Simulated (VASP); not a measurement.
# EuS (Fm-3m) in VASP: a series of runs

Runs on EuS. Level: LDA+U. Tasks: single point.

Everything below comes from runs of VASP 6.6.1. Logs are shortened: lines on timing, memory, paths and dates and some standing lists are left out, and cuts for length are marked.

### Step 1. The crystal as given

It takes space group Fm-3m (No. 225, cubic). Conventional cell: a = 5.957 Å, b = 5.957 Å, c = 5.957 Å, α = 90.00°, β = 90.00°, γ = 90.00°. Eu (site symmetry m-3m) is surrounded by 6 S at 2.98 Å. S (site symmetry m-3m) is surrounded by 6 Eu at 2.98 Å.

The cell was built by a generator and isn't the measured one.

### Step 2. Single point, LDA+U, collinear spin, typed start

Contents of INCAR:

```
SYSTEM = EuS
PREC = Accurate
ENCUT = 520
EDIFF = 1E-6
ISMEAR = 0
SIGMA = 0.05
LREAL = .FALSE.
LASPH = .TRUE.
NELM = 150
ALGO = Fast
ISIF = 2
LWAVE = .FALSE.
LCHARG = .FALSE.
ISPIN = 2
MAGMOM = 7 0
LORBIT = 11
LMAXMIX = 6
LDAU = .TRUE.
LDAUTYPE = 1
LDAUL = 3 -1
LDAUU = 8 0
LDAUJ = 0.9 0
LDAUPRINT = 1
GGA = CA
NBANDS = 22
```

Contents of KPOINTS:

```
Automatic mesh
0
G
  6 6 6
  0 0 0
```

Contents of POSCAR:

```
EuS
1.0
    0.0000000000      2.9785018700      2.9785018700
    2.9785018700      0.0000000000      2.9785018700
    2.9785018700      2.9785018700      0.0000000000
Eu S
1 1
Direct
    0.5000000000      0.5000000000      0.5000000000
    0.0000000000      0.0000000000      0.0000000000
```

Potentials or basis: VASP PAW PBE potentials, release 64 (Eu, S).

The run is started by

```bash
> cat potpaw_PBE.64/Eu/POTCAR potpaw_PBE.64/S/POTCAR > POTCAR
> mpirun -np 1 vasp_std > vasp.out
```

OUTCAR:

```text
SYSTEM = EuS
   PREC = Accurate
   ENCUT = 520
   EDIFF = 1E-6
   ISMEAR = 0
   LREAL = .FALSE.
   LASPH = .TRUE.
   NELM = 150
   ISIF = 2
   ISPIN = 2
   LORBIT = 11
   GGA = CA

 ion  position               nearest neighbor table
   1  0.500  0.500  0.500-   2 2.98   2 2.98   2 2.98   2 2.98   2 2.98   2 2.98
   2  0.000  0.000  0.000-   1 2.98   1 2.98   1 2.98   1 2.98   1 2.98   1 2.98

  LATTYP: Found a face centered cubic cell.
 ALAT       =     5.9570037400

  Lattice vectors:

 A1 = (   0.0000000000,   2.9785018700,   2.9785018700)
 A2 = (   2.9785018700,   0.0000000000,   2.9785018700)
 A3 = (   2.9785018700,   2.9785018700,   0.0000000000)

Analysis of symmetry for initial positions (statically):
=====================================================================
 Subroutine PRICEL returns:
 Original cell was already a primitive cell.

 Routine SETGRP: Setting up the symmetry group for a
 face centered cubic supercell.

 Subroutine GETGRP returns: Found 48 space group operations
 (whereof 48 operations were pure point group operations)
 out of a pool of 48 trial point group operations.

The static configuration has the point symmetry O_h .

Analysis of symmetry for dynamics (positions and initial velocities):
=====================================================================
 Subroutine PRICEL returns:
 Original cell was already a primitive cell.

 Routine SETGRP: Setting up the symmetry group for a
 face centered cubic supercell.

 Subroutine GETGRP returns: Found 48 space group operations
 (whereof 48 operations were pure point group operations)
 out of a pool of 48 trial point group operations.

The dynamic configuration has the point symmetry O_h .

Analysis of structural, dynamic, and magnetic symmetry:
=====================================================================
 Subroutine PRICEL returns:
 Original cell was already a primitive cell.

 Routine SETGRP: Setting up the symmetry group for a
 face centered cubic supercell.

 Subroutine GETGRP returns: Found 48 space group operations
 (whereof 48 operations were pure point group operations)
 out of a pool of 48 trial point group operations.

The overall configuration has the point symmetry O_h .

 Subroutine INISYM returns: Found 48 space group operations
 (whereof 48 operations are pure point group operations),
 and found     1 'primitive' translations

----------------------------------------------------------------------------------------

                                     Primitive cell

  volume of cell :      52.8474

  direct lattice vectors                    reciprocal lattice vectors
     0.000000000  2.978501870  2.978501870    -0.167869628  0.167869628  0.167869628
     2.978501870  0.000000000  2.978501870     0.167869628 -0.167869628  0.167869628
     2.978501870  2.978501870  0.000000000     0.167869628  0.167869628 -0.167869628

  length of vectors
[... 117 lines left out ...]

 onsite density matrix

spin component  1

  0.9760 -0.0000 -0.0007  0.0000 -0.0000 -0.0000 -0.0000
 -0.0000  0.9762  0.0000 -0.0000 -0.0000 -0.0000  0.0000
 -0.0007  0.0000  0.9763  0.0000  0.0000  0.0000  0.0000
  0.0000 -0.0000  0.0000  0.9755  0.0000  0.0000 -0.0000
 -0.0000 -0.0000  0.0000  0.0000  0.9763  0.0000  0.0007
 -0.0000 -0.0000  0.0000  0.0000  0.0000  0.9768  0.0000
 -0.0000  0.0000  0.0000 -0.0000  0.0007  0.0000  0.9760

spin component  2

  0.0018  0.0000  0.0008  0.0000  0.0000 -0.0000 -0.0000
  0.0000  0.0000 -0.0000  0.0000  0.0000 -0.0000  0.0000
  0.0008 -0.0000  0.0014 -0.0000  0.0000 -0.0000  0.0000
  0.0000  0.0000 -0.0000  0.0024  0.0000  0.0000 -0.0000
  0.0000  0.0000  0.0000  0.0000  0.0014 -0.0000 -0.0008
 -0.0000 -0.0000 -0.0000  0.0000 -0.0000  0.0007 -0.0000
 -0.0000  0.0000  0.0000 -0.0000 -0.0008 -0.0000  0.0018

 occupancies and eigenvectors

  o =  0.0000  v =  0.0000  0.0000  0.0000  0.0000  0.0000  0.0000  0.0000  0.0000 -1.0000 -0.0000  0.0000  0.0000 -0.0000  0.0000      0.0000  0.0000  0.0000  0.0000  0.0000  0.0000  0.0000  0.0000  0.0000  0.0000  0.0000  0.0000  0.0000  0.0000
  o =  0.0007  v =  0.0000  0.0000  0.0000  0.0000  0.0000  0.0000  0.0000  0.0028  0.0000 -0.0036  0.0000  0.7906  0.0033  0.6124      0.0000  0.0000  0.0000  0.0000  0.0000  0.0000  0.0000  0.0000  0.0000  0.0000  0.0000  0.0000  0.0000  0.0000
  o =  0.0007  v =  0.0000  0.0000  0.0000  0.0000  0.0000  0.0000  0.0000 -0.6121 -0.0000  0.7902  0.0000  0.0035  0.0301  0.0027      0.0000  0.0000  0.0000  0.0000  0.0000  0.0000  0.0000  0.0000  0.0000  0.0000  0.0000  0.0000  0.0000  0.0000
  o =  0.0007  v =  0.0000  0.0000  0.0000  0.0000  0.0000  0.0000  0.0000  0.0184 -0.0000 -0.0238 -0.0000 -0.0027  0.9995 -0.0021      0.0000  0.0000  0.0000  0.0000  0.0000  0.0000  0.0000  0.0000  0.0000  0.0000  0.0000  0.0000  0.0000  0.0000
  o =  0.0024  v =  0.0000  0.0000  0.0000  0.0000  0.0000  0.0000  0.0000  0.0001 -0.0000  0.0001 -1.0000  0.0000 -0.0000 -0.0001      0.0000  0.0000  0.0000  0.0000  0.0000  0.0000  0.0000  0.0000  0.0000  0.0000  0.0000  0.0000  0.0000  0.0000
  o =  0.0024  v =  0.0000  0.0000  0.0000  0.0000  0.0000  0.0000  0.0000 -0.7906 -0.0000 -0.6124 -0.0002  0.0019  0.0000 -0.0024      0.0000  0.0000  0.0000  0.0000  0.0000  0.0000  0.0000  0.0000  0.0000  0.0000  0.0000  0.0000  0.0000  0.0000
  o =  0.0024  v =  0.0000  0.0000  0.0000  0.0000  0.0000  0.0000  0.0000 -0.0024  0.0000 -0.0019 -0.0001 -0.6124  0.0000  0.7906      0.0000  0.0000  0.0000  0.0000  0.0000  0.0000  0.0000  0.0000  0.0000  0.0000  0.0000  0.0000  0.0000  0.0000
  o =  0.9755  v = -0.0006 -0.0000 -0.0005  0.0077 -0.6124 -0.0000  0.7905  0.0000  0.0000  0.0000  0.0000  0.0000  0.0000  0.0000      0.0000  0.0000  0.0000  0.0000  0.0000  0.0000  0.0000  0.0000  0.0000  0.0000  0.0000  0.0000  0.0000  0.0000
  o =  0.9755  v =  0.7906  0.0000  0.6124 -0.0005 -0.0005 -0.0000  0.0006  0.0000  0.0000  0.0000  0.0000  0.0000  0.0000  0.0000      0.0000  0.0000  0.0000  0.0000  0.0000  0.0000  0.0000  0.0000  0.0000  0.0000  0.0000  0.0000  0.0000  0.0000
  o =  0.9755  v =  0.0004 -0.0000  0.0003  1.0000  0.0047 -0.0000 -0.0061  0.0000  0.0000  0.0000  0.0000  0.0000  0.0000  0.0000      0.0000  0.0000  0.0000  0.0000  0.0000  0.0000  0.0000  0.0000  0.0000  0.0000  0.0000  0.0000  0.0000  0.0000
  o =  0.9762  v = -0.0000  1.0000 -0.0000  0.0000 -0.0000 -0.0000 -0.0000  0.0000  0.0000  0.0000  0.0000  0.0000  0.0000  0.0000      0.0000  0.0000  0.0000  0.0000  0.0000  0.0000  0.0000  0.0000  0.0000  0.0000  0.0000  0.0000  0.0000  0.0000
  o =  0.9768  v = -0.0000 -0.0000  0.0000 -0.0000 -0.0149 -0.9998 -0.0115  0.0000  0.0000  0.0000  0.0000  0.0000  0.0000  0.0000      0.0000  0.0000  0.0000  0.0000  0.0000  0.0000  0.0000  0.0000  0.0000  0.0000  0.0000  0.0000  0.0000  0.0000
  o =  0.9768  v =  0.6124  0.0000 -0.7906  0.0000 -0.0000 -0.0000 -0.0000  0.0000  0.0000  0.0000  0.0000  0.0000  0.0000  0.0000      0.0000  0.0000  0.0000  0.0000  0.0000  0.0000  0.0000  0.0000  0.0000  0.0000  0.0000  0.0000  0.0000  0.0000
  o =  0.9768  v = -0.0000 -0.0000  0.0000  0.0000 -0.7904  0.0188 -0.6123  0.0000  0.0000  0.0000  0.0000  0.0000  0.0000  0.0000      0.0000  0.0000  0.0000  0.0000  0.0000  0.0000  0.0000  0.0000  0.0000  0.0000  0.0000  0.0000  0.0000  0.0000

 number of electron      23.0000004 magnetization       7.0000006

 Free energy of the ion-electron system (eV)
  ---------------------------------------------------
  ext. energy  EPLUGINS =         0.00000000
  ---------------------------------------------------
  free energy    TOTEN  =       -19.63999724 eV

  energy without entropy =      -19.63999724  energy(sigma->0) =      -19.63999724

 E-fermi :   2.9357     XC(G=0):  -9.9415

 val. band max:        2.7063756268   @ k =   0.0000   0.0000   0.0000
 cond. band min:       3.2517671281   @ k =   0.5000   0.5000   0.0000
 fundamental gap:      0.5453915013
 Fermi energy:         2.9356829270

 spin component 1

 k-point     1 :       0.0000    0.0000    0.0000
  band No.  band energies     occupation
      1     -36.3245      1.00000
      2     -15.3663      1.00000
      3     -15.3663      1.00000
      4     -15.3663      1.00000
      5      -9.3700      1.00000
      6       0.8638      1.00000
[... 389 lines left out ...]
     21       9.6622      0.00000
     22      11.7737      0.00000
 Fermi energy:         2.9356829270

 spin component 2

 k-point     1 :       0.0000    0.0000    0.0000
  band No.  band energies     occupation
      1     -33.4819      1.00000
      2     -13.2492      1.00000
      3     -13.2492      1.00000
      4     -13.2492      1.00000
      5      -9.3568      1.00000
      6       1.5235      1.00000
[... 389 lines left out ...]
     21      13.1666      0.00000
     22      13.8565      0.00000

------------------------ aborting loop because EDIFF is reached ----------------------------------------

  FORCE on cell =-STRESS in cart. coord.  units (eV):
  Direction    XX          YY          ZZ          XY          YZ          ZX
  --------------------------------------------------------------------------------------
  -------------------------------------------------------------------------------------
  Total       -1.1099787     -1.1099787     -1.1099787     -0.0000000      0.0000000      0.0000000
  in kB      -33.6512812    -33.6512812    -33.6512812     -0.0000000      0.0000000      0.0000000
  external PRESSURE =     -33.6512812 kB  Pullay stress =       0.0000000 kB

 VOLUME and BASIS-vectors are now :
 -----------------------------------------------------------------------------
  energy-cutoff  :      520.00
  volume of cell :       52.85
      direct lattice vectors                 reciprocal lattice vectors
     0.000000000  2.978501870  2.978501870    -0.167869628  0.167869628  0.167869628
     2.978501870  0.000000000  2.978501870     0.167869628 -0.167869628  0.167869628
     2.978501870  2.978501870  0.000000000     0.167869628  0.167869628 -0.167869628

 POSITION                                       TOTAL-FORCE (eV/Angst)
 -----------------------------------------------------------------------------------
      2.97850      2.97850      2.97850        -0.000000      0.000000     -0.000000
      0.00000      0.00000      0.00000         0.000000     -0.000000      0.000000
 -----------------------------------------------------------------------------------
    total drift:                               -0.000000     -0.000000      0.000000

  FREE ENERGIE OF THE ION-ELECTRON SYSTEM (eV)
  ---------------------------------------------------
  free  energy   TOTEN  =       -19.6399972356 eV

  energy  without entropy=      -19.6399972356  energy(sigma->0) =      -19.63999724

 total charge

# of ion       s       p       d       f       tot
--------------------------------------------------
    1        2.023   5.728   0.251   6.835  14.837
    2        1.308   2.410   0.000   0.000   3.718
--------------------------------------------------
tot          3.331   8.138   0.251   6.835  18.555

 magnetization (x)

# of ion       s       p       d       f       tot
--------------------------------------------------
    1       -0.010  -0.091   0.040   6.817   6.755
    2       -0.005  -0.048   0.000   0.000  -0.053
--------------------------------------------------
tot         -0.016  -0.139   0.040   6.817   6.701
```

It took 49 s on 1 thread of Intel Xeon 6975P-C (Granite Rapids), shared host; peak memory 0.19 GiB.

What came out:

```yaml
Free_energy: -19.6400 eV
Pressure: -3.4 GPa
Band_gap_on_the_k_mesh: 0.55 eV, indirect (least direct gap 0.88 eV)
Net_moment: 7.00 μB per cell
Site_moments: Eu +6.75; S -0.05 μB
Valence_electrons_inside_the_program's_atomic_spheres: Eu 14.84; S 3.72
```

Levels at points of the mesh, in eV from the valence-band top:
Spin up:
```tsv
k point	band 11	band 12	band 13	band 14	band 15	band 16	band 17	band 18	band 19	band 20
(0.00, 0.00, 0.00)	-0.71	-0.71	0.00	0.00	0.00	2.14	2.49	2.49	2.49	3.41
(0.50, 0.00, 0.00)	-0.82	-0.74	-0.74	-0.71	-0.70	4.24	4.69	5.17	5.17	8.00
(0.50, 0.50, 0.00)	-0.76	-0.76	-0.73	-0.33	-0.33	0.55	4.58	4.60	6.04	6.28
```
Spin down:
```tsv
k point	band 4	band 5	band 6	band 7	band 8	band 9	band 10	band 11	band 12	band 13
(0.00, 0.00, 0.00)	-15.96	-12.06	-1.18	-1.18	-1.18	2.46	3.04	3.04	3.04	4.08
(0.50, 0.00, 0.00)	-15.99	-10.99	-3.89	-2.42	-2.42	4.34	5.26	6.01	6.01	7.69
(0.50, 0.50, 0.00)	-16.10	-11.71	-2.38	-1.56	-1.56	0.97	5.07	5.38	6.89	7.32
```

Eigenvalues of the final occupation matrices:
| site | spin | trace | eigenvalues |
| --- | --- | --- | --- |
| site 1 f | 1 | 6.83 | 0.98 0.98 0.98 0.98 0.98 0.98 0.98 |
| site 1 f | 2 | 0.01 | 0.00 0.00 0.00 0.00 0.00 0.00 0.00 |

Caveat: the PAW data sets were made with another functional, which shifts forces and pressure a little; spin-orbit coupling is left out, which moves the levels of the heavy elements; a cell with one magnetic atom can't hold antiferromagnetic order, which such compounds often take. A k mesh can miss the band edges.

(Part 1 of 2 ends here.)
